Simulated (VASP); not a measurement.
# C (Pm-3m) in VASP: further runs, part 2 of 2

VASP 6.6.1. The steps go on from the part before.

### 4 Single point, PBE (random cell by space group and Wyckoff sites (Pm-3m, No. 221))

Input file INCAR:

```
PREC = Accurate ; ENCUT = 520
EDIFF = 1E-7 ; ISMEAR = 0
SIGMA = 0.1 ; LREAL = F
LASPH = T ; NELM = 100
ALGO = Fast ; ISIF = 2
LWAVE = F ; LCHARG = T
GGA = PE ; LELF = T
LVHAR = T ; NBANDS = 13
```

Input file KPOINTS:

```
Automatic mesh
0
Gamma
  6 6 6
```

Input file POSCAR:

```
C
1.0
    2.5982369700      0.0000000000      0.0000000000
    0.0000000000      2.5982369700      0.0000000000
    0.0000000000      0.0000000000      2.5982369700
C
3
Direct
    0.0000000000      0.5000000000      0.5000000000
    0.5000000000      0.0000000000      0.5000000000
    0.5000000000      0.5000000000      0.0000000000
```

Potentials or basis: VASP PAW PBE potentials, release 64 (C).

Run with:

```bash
$ cat potpaw_PBE.64/C/POTCAR > POTCAR
$ mpirun -np 1 vasp_std > vasp.out
```

OUTCAR:

```text
PREC = Accurate
   ENCUT = 520
   EDIFF = 1E-7
   ISMEAR = 0
   LREAL = F
   LASPH = T
   NELM = 100
   ISIF = 2
   GGA = PE

 ion  position               nearest neighbor table
   1  0.000  0.500  0.500-   2 1.84   3 1.84   3 1.84   2 1.84   2 1.84   3 1.84   3 1.84   2 1.84

   2  0.500  0.000  0.500-   1 1.84   3 1.84   3 1.84   1 1.84   3 1.84   3 1.84   1 1.84   1 1.84

   3  0.500  0.500  0.000-   1 1.84   2 1.84   1 1.84   2 1.84   2 1.84   2 1.84   1 1.84   1 1.84

  LATTYP: Found a simple cubic cell.
 ALAT       =     2.5982369700

  Lattice vectors:

 A1 = (   2.5982369700,   0.0000000000,   0.0000000000)
 A2 = (   0.0000000000,   2.5982369700,   0.0000000000)
 A3 = (   0.0000000000,   0.0000000000,   2.5982369700)

Analysis of symmetry for initial positions (statically):
=====================================================================
 Subroutine PRICEL returns:
 Original cell was already a primitive cell.

 Routine SETGRP: Setting up the symmetry group for a
 simple cubic supercell.

 Subroutine GETGRP returns: Found 48 space group operations
 (whereof 48 operations were pure point group operations)
 out of a pool of 48 trial point group operations.

The static configuration has the point symmetry O_h .

Analysis of symmetry for dynamics (positions and initial velocities):
=====================================================================
 Subroutine PRICEL returns:
 Original cell was already a primitive cell.

 Routine SETGRP: Setting up the symmetry group for a
 simple cubic supercell.

 Subroutine GETGRP returns: Found 48 space group operations
 (whereof 48 operations were pure point group operations)
 out of a pool of 48 trial point group operations.

The dynamic configuration has the point symmetry O_h .

 Subroutine INISYM returns: Found 48 space group operations
 (whereof 48 operations are pure point group operations),
 and found     1 'primitive' translations
[... 121 lines left out ...]
   LEPSILON=     F    determine dielectric tensor
   LRPA    =     F    only Hartree local field effects (RPA)
 non-spin polarized calculation
 RMM-DIIS sequential band-by-band and
 Gauss-broadening in eV      SIGMA  =   0.10
  energy-cutoff  :      520.00
  volume of cell :       17.54
 maximum number of plane-waves:       487
 NGX is ok and might be reduce to    20
   NGX =  9   NGY =  9   NGZ =  9

 number of electron      11.9999999 magnetization

 Free energy of the ion-electron system (eV)
  ---------------------------------------------------
  ext. energy  EPLUGINS =         0.00000000
  ---------------------------------------------------
  free energy    TOTEN  =       -16.71630339 eV

  energy without entropy =      -16.70816083  energy(sigma->0) =      -16.71223211

 E-fermi :  11.3183     XC(G=0): -13.4788

 val. band max:       11.2877437520   @ k =   0.5000   0.0000   0.0000
 cond. band min:      11.3312406639   @ k =   0.3333   0.1667   0.0000
 fundamental gap:      0.0434969119
 Fermi energy:        11.3183330359

 k-point     1 :       0.0000    0.0000    0.0000
  band No.  band energies     occupation
      1     -11.8608      2.00000
      2       3.1426      2.00000
      3       3.1426      2.00000
      4       3.1426      2.00000
      5       8.4854      2.00000
      6       8.4854      2.00000
      7      15.7034      0.00000
      8      15.7034      0.00000
      9      15.7034      0.00000
     10      16.8734      0.00000
     11      20.6633      0.00000
     12      20.6633      0.00000
     13      20.6633      0.00000
[... 290 lines left out ...]
  band No.  band energies     occupation
      1      -2.9150      2.00000
      2       1.4471      2.00000
      3       1.4471      2.00000
      4       1.4471      2.00000
      5       1.8735      2.00000
      6       1.8735      2.00000
      7       1.8735      2.00000
      8      15.7987      0.00000
      9      21.8033      0.00000
     10      21.8033      0.00000
     11      22.5557      0.00000
     12      22.5557      0.00000
     13      22.5557      0.00000

------------------------ aborting loop because EDIFF is reached ----------------------------------------

  FORCE on cell =-STRESS in cart. coord.  units (eV):
  Direction    XX          YY          ZZ          XY          YZ          ZX
  --------------------------------------------------------------------------------------
  -------------------------------------------------------------------------------------
  Total        1.1133432      1.1133432      1.1133432      0.0000000      0.0000000     -0.0000000
  in kB      101.6958787    101.6958787    101.6958787      0.0000000      0.0000000     -0.0000000
  external PRESSURE =     101.6958787 kB  Pullay stress =       0.0000000 kB

 VOLUME and BASIS-vectors are now :
 -----------------------------------------------------------------------------
  energy-cutoff  :      520.00
  volume of cell :       17.54
      direct lattice vectors                 reciprocal lattice vectors
     2.598236970  0.000000000  0.000000000     0.384876365  0.000000000  0.000000000
     0.000000000  2.598236970  0.000000000     0.000000000  0.384876365  0.000000000
     0.000000000  0.000000000  2.598236970     0.000000000  0.000000000  0.384876365

 POSITION                                       TOTAL-FORCE (eV/Angst)
 -----------------------------------------------------------------------------------
      0.00000      1.29912      1.29912         0.000000      0.000000      0.000000
      1.29912      0.00000      1.29912         0.000000      0.000000      0.000000
      1.29912      1.29912      0.00000         0.000000      0.000000      0.000000
 -----------------------------------------------------------------------------------
    total drift:                                0.000000      0.000000      0.000000

  FREE ENERGIE OF THE ION-ELECTRON SYSTEM (eV)
  ---------------------------------------------------
  free  energy   TOTEN  =       -16.7163033892 eV

  energy  without entropy=      -16.7081608317  energy(sigma->0) =      -16.71223211
```

OSZICAR:

```text
N       E                     dE             d eps       ncg     rms          rms(c)
DAV:   1     0.212193130953E+02    0.21219E+02   -0.64402E+03   520   0.881E+02
DAV:   2    -0.154894312181E+02   -0.36709E+02   -0.33355E+02   711   0.158E+02
DAV:   3    -0.167401783044E+02   -0.12507E+01   -0.12365E+01   540   0.247E+01
DAV:   4    -0.167439778567E+02   -0.37996E-02   -0.37988E-02   570   0.164E+00
DAV:   5    -0.167439866848E+02   -0.88281E-05   -0.88297E-05   540   0.742E-02    0.321E+00
RMM:   6    -0.167154128232E+02    0.28574E-01   -0.21287E-02   520   0.971E-01    0.196E+00
RMM:   7    -0.167156166466E+02   -0.20382E-03   -0.41140E-02   544   0.147E+00    0.199E-01
RMM:   8    -0.167163040825E+02   -0.68744E-03   -0.21191E-03   520   0.411E-01    0.527E-02
RMM:   9    -0.167162953507E+02    0.87319E-05   -0.83965E-05   526   0.946E-02    0.171E-02
RMM:  10    -0.167163038576E+02   -0.85069E-05   -0.18837E-05   536   0.333E-02    0.516E-03
RMM:  11    -0.167163031064E+02    0.75114E-06   -0.11145E-06   543   0.823E-03    0.241E-03
RMM:  12    -0.167163034768E+02   -0.37040E-06   -0.29092E-07   473   0.466E-03    0.112E-03
RMM:  13    -0.167163033892E+02    0.87621E-07   -0.33800E-08   360   0.147E-03
   1 F= -.16716303E+02 E0= -.16712232E+02  d E =-.814256E-02
```

It took 3.3 s on 1 thread of Intel Xeon Platinum 8488C (Sapphire Rapids), shared host; peak memory 0.11 GiB.

Results:

```yaml
Free_energy: -16.7163 eV
Pressure: 10.2 GPa
Band_gap_on_the_k_mesh: none (metal or under the smearing width)
```

Caveat: the k mesh is coarse (spacing up to 0.40 Å⁻¹), so the values aren't converged.

### 5 The runs side by side

| task | cell | k mesh | cutoff (eV) | mesh quality | gap on the mesh (eV) | pressure (GPa) |
| --- | --- | --- | --- | --- | --- | --- |
| single point | random cell by space group and Wyckoff sites (Pm-3m, No. 221) | 18 × 18 × 18 | 520 | not flagged | none | -0.2 |
| relaxation of cell and atoms | relaxed from: random cell by space group and Wyckoff sites (Pm-3m, No. 221) | 18 × 18 × 18 | 600 | not flagged | none | -0.1 |
| single point | random cell by space group and Wyckoff sites (Pm-3m, No. 221) | 6 × 6 × 6 | 520 | coarse | none | 10.2 |

Alike in all rows: level PBE; potentials or basis VASP PAW PBE potentials, release 64 (C); no spin polarisation; smearing gaussian 0.1 eV.

Caveats: some runs use coarse meshes.

Absolute energies hang on the potentials; compare differences alone.
